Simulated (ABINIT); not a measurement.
Wanted: the native input for an ABINIT 10.8.3 (patched build) run.

- Task: equation of state
- Functional: r2SCAN
- Potentials or basis: JTH PAW PBE v2.0
- Cutoff: 626 eV
- k mesh: 6 × 6 × 6
- Occupations: fermi-dirac, width 0.05 eV
- Spin: no spin polarisation
- Fine-grid cutoff: 1224.51 eV

Crystal: HfC.

```
CELL_PARAMETERS angstrom
0.00000 2.32500 2.32500
2.32500 0.00000 2.32500
2.32500 2.32500 0.00000
ATOMIC_POSITIONS crystal
Hf 0.50000 0.50000 0.50000
C 0.00000 0.00000 0.00000
```

These files were run (other wordings do the same):

run.abi

```
# Datasets: one volume each
ndtset 7
scalecart1 3*0.9795861087
scalecart2 3*0.9864848297
scalecart3 3*0.9932883884
scalecart4 3*1.0000000000
scalecart5 3*1.0066227096
scalecart6 3*1.0131594038
scalecart7 3*1.0196128224

# Pseudopotentials
pp_dirpath "./"
pseudos "Hf.GGA_PBE-JTH.xml, C.GGA_PBE-JTH.xml"

# Structure
acell 3.2880465325 3.2880465325 3.2880465325 Angstrom
rprim
     0.0000000000     0.7071067812     0.7071067812
     0.7071067812     0.0000000000     0.7071067812
     0.7071067812     0.7071067812     0.0000000000
ntypat 2
znucl 72 6
natom 2
typat 1 2
xred
     0.5000000000     0.5000000000     0.5000000000
     0.0000000000     0.0000000000     0.0000000000

# Plane-wave basis
ecut 23.0
pawecutdg 45.0

# k points
kptopt 1
ngkpt 6 6 6
nshiftk 1
shiftk 0.0 0.0 0.0

# Exchange and correlation
ixc -497498
usekden 1
pawxcdev 0

# Bands and occupations
nband 12
occopt 3
tsmear 0.00183747

# SCF cycle
nstep 100
tolvrs 1.0e-7

# Output
iomode 3
prtwf 0
prtden 0
prteig 0
prtebands 0
enunit 2
prtvol 2
```

Potentials or basis: JTH PAW PBE v2.0.

The run is started by

```bash
$ mpirun --bind-to none -np 4 abinit run.abi > log 2>&1
```

Results of the run:

```yaml
Equilibrium_volume: "12.56 Å³/atom (rough: see the caveat)"
Bulk_modulus: 265 GPa (rough)
```

Caveat: the k mesh is coarse (spacing up to 0.39 Å⁻¹), so the values aren't converged; pressures at fixed basis lie under the slope of the energies; the fit is doubtful: noisy points or a state that changes with volume; the PAW data sets were made with another functional, which shifts forces and pressure a little.

It took 88 s on 4 MPI ranks on Arm Neoverse V1 (shared host), peak memory 0.56 GiB a rank.
